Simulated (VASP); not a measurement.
# TiO (Pm-3m) in VASP: settings compared, part 2 of 3

VASP 6.6.1. Earlier steps stand in the parts before.

**3. Single point, PBEsol**

File INCAR:

```
ALGO     = Normal         # electronic algorithm
EDIFF    = 1E-6           # SCF threshold, eV
ENCUT    = 520            # plane-wave cutoff, eV
GGA      = PS             # functional
ISIF     = 2              # what is computed and relaxed
ISMEAR   = 0              # smearing method
LASPH    = T              # aspherical terms in the spheres
LCHARG   = F              # write CHGCAR
LREAL    = F              # projectors in reciprocal space
LWAVE    = F              # write WAVECAR
NBANDS   = 36             # bands
NELM     = 80             # most SCF steps
PREC     = Accurate       # precision mode
SIGMA    = 0.1            # smearing width, eV
```

File KPOINTS:

```
k-points
0
Gamma
  14 14 14
```

File POSCAR:

```
TiO
1.0
    4.0352900000      0.0000000000      0.0000000000
    0.0000000000      4.0352900000      0.0000000000
    0.0000000000      0.0000000000      4.0352900000
Ti O
3 3
Direct
    0.5000000000      0.5000000000      0.0000000000
    0.0000000000      0.5000000000      0.5000000000
    0.5000000000      0.0000000000      0.5000000000
    0.0000000000      0.5000000000      0.0000000000
    0.5000000000      0.0000000000      0.0000000000
    0.0000000000      0.0000000000      0.5000000000
```

Potentials or basis: VASP PAW PBE potentials, release 64 (Ti_sv, O).

Started as:

```sh
> cat potpaw_PBE.64/Ti_sv/POTCAR potpaw_PBE.64/O/POTCAR > POTCAR
> mpirun -np 1 vasp_std > vasp.out
```

OUTCAR:

```text
EDIFF = 1E-6
   ENCUT = 520
   GGA = PS
   ISIF = 2
   ISMEAR = 0
   LASPH = T
   LREAL = F
   NELM = 80
   PREC = Accurate

 ion  position               nearest neighbor table
   1  0.500  0.500  0.000-   4 2.02   5 2.02   5 2.02   4 2.02   2 2.85   3 2.85   3 2.85   2 2.85
                             3 2.85   2 2.85   3 2.85   2 2.85
   2  0.000  0.500  0.500-   4 2.02   6 2.02   4 2.02   6 2.02   1 2.85   1 2.85   3 2.85   3 2.85
                             1 2.85   3 2.85   1 2.85   3 2.85
   3  0.500  0.000  0.500-   5 2.02   6 2.02   5 2.02   6 2.02   1 2.85   1 2.85   1 2.85   2 2.85
                             1 2.85   2 2.85   2 2.85   2 2.85
   4  0.000  0.500  0.000-   1 2.02   2 2.02   2 2.02   1 2.02
   5  0.500  0.000  0.000-   1 2.02   3 2.02   3 2.02   1 2.02
   6  0.000  0.000  0.500-   2 2.02   3 2.02   2 2.02   3 2.02

  LATTYP: Found a simple cubic cell.
 ALAT       =     4.0352900000

  Lattice vectors:

 A1 = (   4.0352900000,   0.0000000000,   0.0000000000)
 A2 = (   0.0000000000,   4.0352900000,   0.0000000000)
 A3 = (   0.0000000000,   0.0000000000,   4.0352900000)

Analysis of symmetry for initial positions (statically):
=====================================================================
 Subroutine PRICEL returns:
 Original cell was already a primitive cell.

 Routine SETGRP: Setting up the symmetry group for a
 simple cubic supercell.

 Subroutine GETGRP returns: Found 48 space group operations
 (whereof 48 operations were pure point group operations)
 out of a pool of 48 trial point group operations.

The static configuration has the point symmetry O_h .

Analysis of symmetry for dynamics (positions and initial velocities):
=====================================================================
 Subroutine PRICEL returns:
 Original cell was already a primitive cell.

 Routine SETGRP: Setting up the symmetry group for a
 simple cubic supercell.

 Subroutine GETGRP returns: Found 48 space group operations
[... 128 lines left out ...]
   IALGO  =     38    algorithm
   IMIX   =      4    mixing-type and parameters
     AMIX     =   0.40;   BMIX     =  1.00
     AMIX_MAG =   1.60;   BMIX_MAG =  1.00
  volume/ion in A,a.u.               =      10.95        73.90
  Fermi-wavevector in a.u.,A,eV,Ry     =   1.533433  2.897767 31.992947  2.351415
  Thomas-Fermi vector in A             =   2.640500
   LORBIT       =      0    0 simple, 1 ext, 2 COOP (PROOUT), +10 PAW based schemes
   GGA     = PS    functional components
   LHFCALC =     F    Hartree Fock is set to
   AEXX    =    0.0000 exact exchange contribution
   IVDW    =     0    specifies the selected vdW correction
   LEPSILON=     F    determine dielectric tensor
   LRPA    =     F    only Hartree local field effects (RPA)
 non-spin polarized calculation
 Gauss-broadening in eV      SIGMA  =   0.10
  energy-cutoff  :      520.00
  volume of cell :       65.71
 maximum number of plane-waves:      1800
   NGX = 15   NGY = 15   NGZ = 15

 number of electron      53.9999973 magnetization

 Free energy of the ion-electron system (eV)
  ---------------------------------------------------
  ext. energy  EPLUGINS =         0.00000000
  ---------------------------------------------------
  free energy    TOTEN  =       -56.00352236 eV

  energy without entropy =      -55.97429100  energy(sigma->0) =      -55.98890668

 E-fermi :   8.3500     XC(G=0): -12.2490

 val. band max:        8.3491980657   @ k =   0.5000   0.2857   0.2143
 cond. band min:       8.3545761399   @ k =   0.4286   0.2857   0.2143
 fundamental gap:      0.0053780743
 Fermi energy:         8.3500272220

 k-point     1 :       0.0000    0.0000    0.0000
  band No.  band energies     occupation
      1     -48.5808      2.00000
      2     -48.4146      2.00000
      3     -48.4146      2.00000
      4     -25.2101      2.00000
      5     -25.2101      2.00000
      6     -25.2101      2.00000
[... 925 lines left out ...]
     35      11.4118      0.00000
     36      11.6716      0.00000

 [... further k-points ...]
[... 5 lines left out ...]
  --------------------------------------------------------------------------------------
  -------------------------------------------------------------------------------------
  Total        0.0943348      0.0943348      0.0943348      0.0000000      0.0000000      0.0000000
  in kB        2.3001601      2.3001601      2.3001601      0.0000000      0.0000000      0.0000000
  external PRESSURE =       2.3001601 kB  Pullay stress =       0.0000000 kB

 VOLUME and BASIS-vectors are now :
 -----------------------------------------------------------------------------
  energy-cutoff  :      520.00
  volume of cell :       65.71
      direct lattice vectors                 reciprocal lattice vectors
     4.035290000  0.000000000  0.000000000     0.247813664  0.000000000  0.000000000
     0.000000000  4.035290000  0.000000000     0.000000000  0.247813664  0.000000000
     0.000000000  0.000000000  4.035290000     0.000000000  0.000000000  0.247813664

 POSITION                                       TOTAL-FORCE (eV/Angst)
 -----------------------------------------------------------------------------------
      2.01764      2.01764      0.00000         0.000000      0.000000      0.000000
      0.00000      2.01764      2.01764         0.000000      0.000000      0.000000
      2.01764      0.00000      2.01764         0.000000      0.000000      0.000000
      0.00000      2.01764      0.00000         0.000000      0.000000      0.000000
      2.01764      0.00000      0.00000         0.000000      0.000000      0.000000
      0.00000      0.00000      2.01764         0.000000      0.000000      0.000000
 -----------------------------------------------------------------------------------
    total drift:                                0.000000      0.000000     -0.000000

  FREE ENERGIE OF THE ION-ELECTRON SYSTEM (eV)
  ---------------------------------------------------
  free  energy   TOTEN  =       -56.0035223624 eV

  energy  without entropy=      -55.9742909995  energy(sigma->0) =      -55.98890668
```

OSZICAR:

```text
N       E                     dE             d eps       ncg     rms          rms(c)
DAV:   1     0.779851814286E+03    0.77985E+03   -0.27531E+04  8832   0.187E+03
DAV:   2     0.618739203556E+02   -0.71798E+03   -0.69221E+03  8716   0.563E+02
DAV:   3    -0.572512443835E+02   -0.11913E+03   -0.11643E+03 13240   0.204E+02
DAV:   4    -0.658186130659E+02   -0.85674E+01   -0.85072E+01 12628   0.534E+01
DAV:   5    -0.662266585187E+02   -0.40805E+00   -0.40782E+00 12576   0.992E+00    0.276E+01
DAV:   6    -0.561572778813E+02    0.10069E+02   -0.57630E+01 12404   0.619E+01    0.955E+00
DAV:   7    -0.560198509042E+02    0.13743E+00   -0.59502E+00 11392   0.148E+01    0.629E+00
DAV:   8    -0.559970143114E+02    0.22837E-01   -0.61709E-01 11308   0.541E+00    0.124E+00
DAV:   9    -0.559997185334E+02   -0.27042E-02   -0.10864E-01 12188   0.209E+00    0.110E+00
DAV:  10    -0.560035604326E+02   -0.38419E-02   -0.15260E-02 10752   0.103E+00    0.144E-01
DAV:  11    -0.560035496874E+02    0.10745E-04   -0.25746E-03 12808   0.406E-01    0.969E-02
DAV:  12    -0.560035216875E+02    0.28000E-04   -0.41528E-04 11588   0.149E-01    0.169E-02
DAV:  13    -0.560035219459E+02   -0.25837E-06   -0.21989E-05 12068   0.342E-02    0.134E-02
DAV:  14    -0.560035223624E+02   -0.41648E-06   -0.53621E-06  9820   0.161E-02
   1 F= -.56003522E+02 E0= -.55988907E+02  d E =-.292314E-01
```

It took 1.8 min on 1 thread of Intel Xeon 6975P-C (Granite Rapids), shared host; peak memory 0.32 GiB.

What came out:

```yaml
Free_energy: -56.0035 eV
Pressure: 0.2 GPa
Band_gap_on_the_k_mesh: none (metal or under the smearing width)
```

Caveat: the PAW data sets were made with another functional, which shifts forces and pressure a little; semilocal functionals often make such compounds metallic where correlation or magnetic order opens a gap, which also shifts bond lengths.

**4. Single point, PBEsol**

INCAR: that of step 3 with these lines changed.

```diff
@@ -13,2 +13,2 @@
 PREC     = Accurate       # precision mode
-SIGMA    = 0.1            # smearing width, eV
+SIGMA    = 0.5            # smearing width, eV
```

File KPOINTS:

```
k-points
0
Gamma
  10 10 10
```

POSCAR is that of step 3.

Potentials or basis: VASP PAW PBE potentials, release 64 (Ti_sv, O).

Started as:

```sh
> cat potpaw_PBE.64/Ti_sv/POTCAR potpaw_PBE.64/O/POTCAR > POTCAR
> mpirun -np 1 vasp_std > vasp.out
```

OUTCAR:

```text
EDIFF = 1E-6
   ENCUT = 520
   GGA = PS
   ISIF = 2
   ISMEAR = 0
   LASPH = T
   LREAL = F
   NELM = 80
   PREC = Accurate

 ion  position               nearest neighbor table
   1  0.500  0.500  0.000-   4 2.02   5 2.02   5 2.02   4 2.02   2 2.85   3 2.85   3 2.85   2 2.85
                             3 2.85   2 2.85   3 2.85   2 2.85
   2  0.000  0.500  0.500-   4 2.02   6 2.02   4 2.02   6 2.02   1 2.85   1 2.85   3 2.85   3 2.85
                             1 2.85   3 2.85   1 2.85   3 2.85
   3  0.500  0.000  0.500-   5 2.02   6 2.02   5 2.02   6 2.02   1 2.85   1 2.85   1 2.85   2 2.85
                             1 2.85   2 2.85   2 2.85   2 2.85
   4  0.000  0.500  0.000-   1 2.02   2 2.02   2 2.02   1 2.02
   5  0.500  0.000  0.000-   1 2.02   3 2.02   3 2.02   1 2.02
   6  0.000  0.000  0.500-   2 2.02   3 2.02   2 2.02   3 2.02

  LATTYP: Found a simple cubic cell.
 ALAT       =     4.0352900000

  Lattice vectors:

 A1 = (   4.0352900000,   0.0000000000,   0.0000000000)
 A2 = (   0.0000000000,   4.0352900000,   0.0000000000)
 A3 = (   0.0000000000,   0.0000000000,   4.0352900000)

Analysis of symmetry for initial positions (statically):
=====================================================================
 Subroutine PRICEL returns:
[... 181 lines left out ...]

 val. band max:        8.3450151984   @ k =   0.3000   0.3000   0.2000
 cond. band min:       8.3525715886   @ k =   0.5000   0.5000   0.0000
 fundamental gap:      0.0075563902
 Fermi energy:         8.3459811072

 k-point     1 :       0.0000    0.0000    0.0000
  band No.  band energies     occupation
      1     -48.5676      2.00000
      2     -48.4012      2.00000
      3     -48.4012      2.00000
      4     -25.1985      2.00000
      5     -25.1985      2.00000
      6     -25.1985      2.00000
[... 925 lines left out ...]
     35      11.4760      0.00000
     36      11.5699      0.00000

 [... further k-points ...]
[... 5 lines left out ...]
  --------------------------------------------------------------------------------------
  -------------------------------------------------------------------------------------
  Total        0.3056980      0.3056980      0.3056980     -0.0000000      0.0000000     -0.0000000
  in kB        7.4538213      7.4538213      7.4538213     -0.0000000      0.0000000     -0.0000000
  external PRESSURE =       7.4538213 kB  Pullay stress =       0.0000000 kB

 VOLUME and BASIS-vectors are now :
 -----------------------------------------------------------------------------
  energy-cutoff  :      520.00
  volume of cell :       65.71
      direct lattice vectors                 reciprocal lattice vectors
     4.035290000  0.000000000  0.000000000     0.247813664  0.000000000  0.000000000
     0.000000000  4.035290000  0.000000000     0.000000000  0.247813664  0.000000000
     0.000000000  0.000000000  4.035290000     0.000000000  0.000000000  0.247813664

 POSITION                                       TOTAL-FORCE (eV/Angst)
 -----------------------------------------------------------------------------------
      2.01764      2.01764      0.00000         0.000000      0.000000      0.000000
      0.00000      2.01764      2.01764         0.000000      0.000000      0.000000
      2.01764      0.00000      2.01764         0.000000      0.000000      0.000000
      0.00000      2.01764      0.00000         0.000000      0.000000      0.000000
      2.01764      0.00000      0.00000         0.000000      0.000000      0.000000
      0.00000      0.00000      2.01764         0.000000      0.000000      0.000000
 -----------------------------------------------------------------------------------
    total drift:                                0.000000      0.000000     -0.000000

  FREE ENERGIE OF THE ION-ELECTRON SYSTEM (eV)
  ---------------------------------------------------
  free  energy   TOTEN  =       -56.2630160435 eV

  energy  without entropy=      -55.8010093185  energy(sigma->0) =      -56.03201268
```

It took 52 s on 1 thread of Intel Xeon 6975P-C (Granite Rapids), shared host; peak memory 0.23 GiB.

What came out:

| Item | Value |
| --- | --- |
| Free energy | -56.2630 eV |
| Pressure | 0.7 GPa |
| Band gap on the k mesh | none (metal or under the smearing width) |

Levels at points of the mesh, in eV from the Fermi level:
```tsv
k point	band 24	band 25	band 26	band 27	band 28	band 29	band 30	band 31
(0.00, 0.00, 0.00)	-3.03	-3.03	-1.58	-1.58	-1.58	1.37	1.37	1.37
(0.50, 0.00, 0.00)	-3.71	-2.67	-1.16	0.42	0.42	0.76	1.38	1.63
(0.50, 0.50, 0.00)	-2.56	-1.33	-0.78	0.01	0.01	1.97	2.02	2.07
(0.50, 0.50, 0.50)	-3.00	-0.66	-0.66	-0.66	0.61	2.76	2.76	2.76
```

Caveat: the PAW data sets were made with another functional, which shifts forces and pressure a little; semilocal functionals often make such compounds metallic where correlation or magnetic order opens a gap, which also shifts bond lengths.

**5. Single point, PBEsol**

INCAR: that of step 4 with these lines changed.

```diff
@@ -2,3 +2,3 @@
 EDIFF    = 1E-6           # SCF threshold, eV
-ENCUT    = 520            # plane-wave cutoff, eV
+ENCUT    = 900            # plane-wave cutoff, eV
 GGA      = PS             # functional
@@ -13,2 +13,2 @@
 PREC     = Accurate       # precision mode
-SIGMA    = 0.5            # smearing width, eV
+SIGMA    = 0.1            # smearing width, eV
```

KPOINTS is that of step 4.

POSCAR is that of step 4.

Potentials or basis: VASP PAW PBE potentials, release 64 (Ti_sv, O_h).

Started as:

```sh
> cat potpaw_PBE.64/Ti_sv/POTCAR potpaw_PBE.64/O_h/POTCAR > POTCAR
> mpirun -np 1 vasp_std > vasp.out
```

Wall time 2 min (1 thread of Intel Xeon 6975P-C (Granite Rapids), shared host); peak memory 0.39 GiB.

It converged, with:

- Free energy: -56.0310 eV
- Pressure: -0.2 GPa
- Band gap on the k mesh: none (metal or under the smearing width)

Levels at points of the mesh, in eV from the Fermi level:
```
           k point  band 24  band 25  band 26  band 27  band 28  band 29  band 30  band 31
(0.00, 0.00, 0.00)    -3.04    -3.04    -1.59    -1.59    -1.59     1.36     1.36     1.36
(0.50, 0.00, 0.00)    -3.72    -2.68    -1.18     0.41     0.41     0.75     1.37     1.62
(0.50, 0.50, 0.00)    -2.57    -1.34    -0.79    -0.01    -0.01     1.95     2.00     2.06
(0.50, 0.50, 0.50)    -3.01    -0.67    -0.67    -0.67     0.60     2.75     2.75     2.75
```

Caveat: the cutoff is under 1.25 times the usual one of these potentials, so pressure, stress and relaxed cells hold a basis-set (Pulay) error; the PAW data sets were made with another functional, which shifts forces and pressure a little; semilocal functionals often make such compounds metallic where correlation or magnetic order opens a gap, which also shifts bond lengths.

[end of part 2 of 3]
